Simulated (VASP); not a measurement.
# GaN (Fm-3m) in VASP: Born charges and dielectric tensor with LDA

Aim: the Born charges and dielectric tensor of GaN with LDA.

Everything below comes from runs of VASP 6.6.1. Logs are shortened: lines on timing, memory, paths and dates and some standing lists are left out, and cuts for length are marked.

## Step 1: The structure

It takes space group Fm-3m (No. 225, cubic). The conventional cell has a = 4.270 Å, b = 4.270 Å, c = 4.270 Å, α = 90.00°, β = 90.00°, γ = 90.00°. Ga (site symmetry m-3m) has 6 N at 2.14 Å as nearest neighbours. N (site symmetry m-3m) is surrounded by 6 Ga at 2.14 Å.

Measurements of this composition are mostly on another form, of space group No. 186.

## Step 2: Born charges and dielectric tensor, LDA

INCAR

```
SYSTEM = GaN
PREC     = Accurate       ! precision mode
ENCUT    = 600            ! plane-wave cutoff, eV
EDIFF    = 1E-8           ! SCF threshold, eV
ISMEAR   = 0              ! smearing method
SIGMA    = 0.02           ! smearing width, eV
LREAL    = .FALSE.        ! projectors in reciprocal space
LASPH    = .TRUE.         ! aspherical terms in the spheres
NELM     = 60             ! most SCF steps
ALGO     = Normal         ! electronic algorithm
ISIF     = 2              ! what is computed and relaxed
LWAVE    = .FALSE.        ! write WAVECAR
LCHARG   = .FALSE.        ! write CHGCAR
GGA      = CA             ! functional
LEPSILON = .TRUE.         ! dielectric tensor by DFPT
IBRION   = 8              ! ionic algorithm
NSW      = 1              ! ionic steps
```

KPOINTS

```
Automatic mesh
0
G
  14 14 14
  0 0 0
```

POSCAR

```
GaN
1.0
    0.0000000000      2.1352350000      2.1352350000
    2.1352350000      0.0000000000      2.1352350000
    2.1352350000      2.1352350000      0.0000000000
Ga N
1 1
Direct
    0.0000000000      0.0000000000      0.0000000000
    0.5000000000      0.5000000000      0.5000000000
```

Potentials or basis: VASP PAW LDA potentials, release 64 (Ga_d, N).

The run is started by

```console
> cat potpaw_LDA.64/Ga_d/POTCAR potpaw_LDA.64/N/POTCAR > POTCAR
> mpirun -np 1 vasp_std > vasp.out
```

OUTCAR:

```text
SYSTEM = GaN
   PREC = Accurate
   ENCUT = 600
   EDIFF = 1E-8
   ISMEAR = 0
   LREAL = .FALSE.
   LASPH = .TRUE.
   NELM = 60
   ISIF = 2
   GGA = CA
   LEPSILON = .TRUE.
   IBRION = 8
   NSW = 1

 ion  position               nearest neighbor table
   1  0.000  0.000  0.000-   2 2.14   2 2.14   2 2.14   2 2.14   2 2.14   2 2.14
   2  0.500  0.500  0.500-   1 2.14   1 2.14   1 2.14   1 2.14   1 2.14   1 2.14

  LATTYP: Found a face centered cubic cell.
 ALAT       =     4.2704700000

  Lattice vectors:

 A1 = (   0.0000000000,   2.1352350000,   2.1352350000)
 A2 = (   2.1352350000,   0.0000000000,   2.1352350000)
 A3 = (   2.1352350000,   2.1352350000,   0.0000000000)

Analysis of symmetry for initial positions (statically):
=====================================================================
 Subroutine PRICEL returns:
 Original cell was already a primitive cell.

 Routine SETGRP: Setting up the symmetry group for a
 face centered cubic supercell.

 Subroutine GETGRP returns: Found 48 space group operations
 (whereof 48 operations were pure point group operations)
 out of a pool of 48 trial point group operations.

The static configuration has the point symmetry O_h .

Analysis of symmetry for dynamics (positions and initial velocities):
=====================================================================
 Subroutine PRICEL returns:
 Original cell was already a primitive cell.

 Routine SETGRP: Setting up the symmetry group for a
 face centered cubic supercell.

 Subroutine GETGRP returns: Found 48 space group operations
 (whereof 48 operations were pure point group operations)
 out of a pool of 48 trial point group operations.

The dynamic configuration has the point symmetry O_h .

 Subroutine INISYM returns: Found 48 space group operations
 (whereof 48 operations are pure point group operations),
 and found     1 'primitive' translations

----------------------------------------------------------------------------------------

                                     Primitive cell

  volume of cell :      19.4700

  direct lattice vectors                    reciprocal lattice vectors
     0.000000000  2.135235000  2.135235000    -0.234166263  0.234166263  0.234166263
     2.135235000  0.000000000  2.135235000     0.234166263 -0.234166263  0.234166263
     2.135235000  2.135235000  0.000000000     0.234166263  0.234166263 -0.234166263

  length of vectors
     3.019678296  3.019678296  3.019678296     0.405587864  0.405587864  0.405587864

  position of ions in fractional coordinates (direct lattice)
     0.000000000  0.000000000  0.000000000
     0.500000000  0.500000000  0.500000000

  ion indices of the primitive-cell ions
   primitive index   ion index
                 1           1
                 2           2

----------------------------------------------------------------------------------------

 KPOINTS: Automatic mesh

Automatic generation of k-mesh.
 Grid dimensions read from file:
 generate k-points for:   14   14   14
[... 535 lines left out ...]

 Free energy of the ion-electron system (eV)
  ---------------------------------------------------
  ---------------------------------------------------
  free energy    TOTEN  =        -0.42467852 eV

  energy without entropy =       -0.42467852

------------------------ aborting loop because EDIFF is reached ----------------------------------------

--------------------------------------- Ionic step        2  -------------------------------------------

------------------------ aborting loop because EDIFF is reached ----------------------------------------

--------------------------------------- Ionic step        3  -------------------------------------------

------------------------ aborting loop because EDIFF is reached ----------------------------------------

 PIEZOELECTRIC TENSOR FIELD DIRECTION 3  (e Angst)
 -----------------------------------------------------------------------------
    -0.00010  0.00000  0.00000           ( -0.00003  0.00000  0.00000)
     0.00000 -0.00010 -0.00000           (  0.00000 -0.00003 -0.00000)
     0.00000 -0.00000  0.00039           (  0.00000 -0.00000 -0.00003)

 PIEZOELECTRIC TENSOR FIELD DIRECTION 3  (C/m^2)
 -----------------------------------------------------------------------------
    -0.00009  0.00000  0.00000
     0.00000 -0.00009 -0.00000
     0.00000 -0.00000  0.00032

--------------------------------------- Ionic step        4  -------------------------------------------

------------------------ aborting loop because EDIFF is reached ----------------------------------------

[... ionic steps 5 to 6 ...]

--------------------------------------- Ionic step        7  -------------------------------------------

 Free energy of the ion-electron system (eV)
  ---------------------------------------------------
  ---------------------------------------------------
  free energy    TOTEN  =        -0.22667625 eV

  energy without entropy =       -0.22667625

------------------------ aborting loop because EDIFF is reached ----------------------------------------

 INTERNAL STRAIN TENSOR  FOR ION    2  DIRECTION 1   (eV/Angst):
 -----------------------------------------------------------------------------
    -0.09729 -0.00000  0.00000
    -0.00000  0.01671  0.00000
     0.00000  0.00000  0.01671

 MACROSCOPIC STATIC DIELECTRIC TENSOR (including local field effects in DFT)
 ------------------------------------------------------
           8.575786     0.000000     0.000000
           0.000000     8.575786     0.000000
           0.000000    -0.000000     8.575786
 ------------------------------------------------------

 PIEZOELECTRIC TENSOR (including local field effects)  for field in x, y, z        (e  Angst)
          XX          YY          ZZ          XY          YZ          ZX
  --------------------------------------------------------------------------------
  x     0.00000     0.00000     0.00000     0.00000     0.00000     0.00000
  y     0.00000     0.00000     0.00000     0.00000     0.00000     0.00000
  z     0.00000     0.00000     0.00000     0.00000     0.00000     0.00000

 PIEZOELECTRIC TENSOR (including local field effects)  for field in x, y, z        (C/m^2)
          XX          YY          ZZ          XY          YZ          ZX
  --------------------------------------------------------------------------------
  x     0.00000     0.00000     0.00000     0.00000     0.00000     0.00000
  y     0.00000     0.00000     0.00000     0.00000     0.00000     0.00000
  z     0.00000     0.00000     0.00000     0.00000     0.00000     0.00000

 BORN EFFECTIVE CHARGES (including local field effects) (in |e|, cummulative output)
 ---------------------------------------------------------------------------------
 ion    1
    1     3.61471     0.00000     0.00000
    2    -0.00000     3.61471     0.00000
    3     0.00000    -0.00000     3.61471
 ion    2
    1    -3.61471    -0.00000    -0.00000
    2     0.00000    -3.61471    -0.00000
    3    -0.00000     0.00000    -3.61471

 INTERNAL STRAIN TENSOR FOR ION    2 for displacements in x,y,z  (eV/Angst):
          X           Y           Z          XY          YZ          ZX
  --------------------------------------------------------------------------------
  x     0.00000     0.00000     0.00000     0.00000     0.00000     0.00000
  y     0.00000     0.00000     0.00000     0.00000     0.00000     0.00000
  z     0.00000     0.00000     0.00000     0.00000     0.00000     0.00000

 SECOND DERIVATIVES (NOT SYMMETRIZED)
 ------------------------------------
               1X          1Y          1Z          2X          2Y          2Z
  1X    -1.280430    0.000000    0.000000    1.280430    0.000000    0.000000
  1Y     0.000000   -1.280430    0.000000    0.000000    1.280430    0.000000
  1Z     0.000000    0.000000   -1.280430    0.000000    0.000000    1.280430
  2X     1.258792    0.000000    0.000000   -1.258792    0.000000    0.000000
  2Y     0.000000    1.258792    0.000000    0.000000   -1.258792    0.000000
  2Z     0.000000    0.000000    1.258792    0.000000    0.000000   -1.258792

 Eigenvectors and eigenvalues of the dynamical matrix
 ----------------------------------------------------

   1 f  =    5.144114 THz    32.321424 2PiTHz  171.589188 cm-1    21.274338 meV
             X         Y         Z           dx          dy          dz
      0.000000  0.000000  0.000000    -0.350125   -0.216874    0.000000
      2.135235  2.135235  2.135235     0.774676    0.479850    0.000000
[... 21 lines left out ...]
   6 f/i=    0.016452 THz     0.103372 2PiTHz    0.548787 cm-1     0.068041 meV
             X         Y         Z           dx          dy          dz
      0.000000  0.000000  0.000000    -0.194279    0.513124   -0.727556
      2.135235  2.135235  2.135235    -0.087807    0.231913   -0.328828

--------------------------------------------------------------------------------------------------------

 MACROSCOPIC STATIC DIELECTRIC TENSOR IONIC CONTRIBUTION
 ------------------------------------------------------
          95.644168     0.000000     0.000000
           0.000000    95.644168    -0.000000
           0.000000    -0.000000    95.644168
 ------------------------------------------------------

 ELASTIC MODULI CONTR FROM IONIC RELAXATION (kBar)
 Direction    XX          YY          ZZ          XY          YZ          ZX
 --------------------------------------------------------------------------------
 XX           0.0000      0.0000      0.0000      0.0000      0.0000      0.0000
 YY           0.0000      0.0000      0.0000      0.0000      0.0000      0.0000
 ZZ           0.0000      0.0000      0.0000      0.0000      0.0000      0.0000
 XY           0.0000      0.0000      0.0000      0.0000      0.0000      0.0000
 YZ           0.0000      0.0000      0.0000      0.0000      0.0000      0.0000
 ZX           0.0000      0.0000      0.0000      0.0000      0.0000      0.0000
 --------------------------------------------------------------------------------

 PIEZOELECTRIC TENSOR IONIC CONTR  for field in x, y, z        (C/m^2)
          XX          YY          ZZ          XY          YZ          ZX
  --------------------------------------------------------------------------------
  x     0.00000     0.00000     0.00000     0.00000     0.00000     0.00000
  y     0.00000     0.00000     0.00000     0.00000     0.00000     0.00000
  z     0.00000     0.00000     0.00000     0.00000     0.00000     0.00000
```

Wall time 2.9 min (1 thread of Intel Xeon 6975P-C (Granite Rapids), shared host); peak memory 0.33 GiB.

What came out:

| Item | Value |
| --- | --- |
| Band gap on the k mesh | 0.22 eV, indirect (least direct gap 2.45 eV) |
| Electronic dielectric tensor (diagonal) | 8.58 |
| Born charges (mean of the diagonal) | Ga +3.61; N -3.61 e |
| Highest phonon frequency at Γ, LO-TO splitting left out | 172 cm⁻¹ |

Phonon frequencies in cm⁻¹ (negative: imaginary):
```tsv
q point	frequencies
(0.000, 0.000, 0.000)	-1 -1 -1 172 172 172
```

Electronic dielectric tensor:
```
8.58 0.00 0.00
0.00 8.58 0.00
0.00 0.00 8.58
```

Born effective charge tensors (e):
atom 1, Ga
```
3.61 0.00 0.00
0.00 3.61 0.00
0.00 0.00 3.61
```
atom 2, N
```
-3.61  0.00  0.00
 0.00 -3.61  0.00
 0.00  0.00 -3.61
```

Caveat: the gap is small at this level, which inflates the dielectric constant.
